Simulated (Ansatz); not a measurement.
Space group Fm-3m (No. 225). a = 5.978 Å, b = 5.978 Å, c = 5.978 Å, α = 90.00°, β = 90.00°, γ = 90.00°
```json
{"atom": "Sn", "site": "4a", "symmetry": "m-3m", "x": "0.0000", "y": "0.0000", "z": "0.0000"}
{"atom": "Se", "site": "4b", "symmetry": "m-3m", "x": "0.5000", "y": "0.0000", "z": "0.0000"}
```

Equation of state of this SnSe structure (not necessarily the ground state), with shape and atoms relaxed at each volume where symmetry leaves them free. The calculation used Ansatz 0.2.0, DFT PBE+D3(BJ), scalar-relativistic, plane waves, PAW.

Cutoff 420 eV; k points 10×10×10 on the computed 2-atom cell (Γ-centred); Gaussian smearing, width 0.02 eV; no spin polarisation.

```csv
V (Å³/atom),E − E(largest V) (meV/atom),P (GPa),gap on mesh (eV)
23.494,43.50,8.95,0.28
24.295,5.95,6.15,0.35
25.096,-18.65,3.76,0.43
25.897,-32.21,1.72,0.50
26.698,-36.35,-0.02,0.52
27.499,-32.45,-1.50,0.50
28.300,-21.79,-2.72,0.43
29.368,0.00,-3.55,0.28
```

Problem. Fit a third-order Birch–Murnaghan equation to E(V).

Solution. V0 = 26.69 Å³/atom, B0 = 52 GPa, B0' = 4.8.

An atom lies near a switch of its D3 coefficient C6 between reference coordination numbers, so the dispersion energy changes steeply there and can make or shift the minimum.

This rock-salt form isn't the usual stable structure of the compound.